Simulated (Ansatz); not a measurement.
Runs of Ansatz 0.2.0 on MnAs. Symmetry: P6_3/mmc, No. 194, hexagonal system. Conventional cell: a = 3.710 Å, b = 3.710 Å, c = 5.691 Å, α = 90.00°, β = 90.00°, γ = 120.00°. As (site symmetry -6m2) has 6 Mn at 2.57 Å as nearest neighbours. Around Mn (site symmetry -3m) lie 6 As at 2.57 Å and 2 Mn at 2.85 Å. 

| share of exact exchange | gap on the mesh (eV) | pressure (GPa) | moment (μB) |
| --- | --- | --- | --- |
| 0.25 | none | 9.2 | 7.96 |
| 0.5 | none | (a) | 8.04 |
| 0.2 | none | 6.9 | 7.71 |
| 0.15 | none | (c) | 7.45 |
| 0.4 | none | 12.5 | 8.04 |
| 0.3 | none | (b) | 7.98 |

Alike in all rows: task single point; level HSE06 form with a typed share of exact exchange; potentials or basis Ansatz PAW; spin collinear, ferromagnetic start; cell as given; k mesh 4 × 4 × 3; cutoff (eV) 420; smearing fermi-dirac 0.05 eV; the mesh is coarse, so values aren't converged.

**Question.** Estimate the missing entries.

**Answer.** (a) 13.7; (b) 10.2; (c) 4.3.

Caveats: all runs use coarse meshes; the magnetic or orbital state may not be the lowest; only a ferromagnetic start was run, and an antiferromagnetic order may lie lower in energy; the PAW data sets come from PBE, with cores solved anew for the run's functional, which leaves a small shift of forces and pressure; the thresholds are loose for stress.

A k mesh can miss the band edges, and the runs leave out spin-orbit coupling on As.

A gap of «none» marks a metal or a gap under the smearing width.
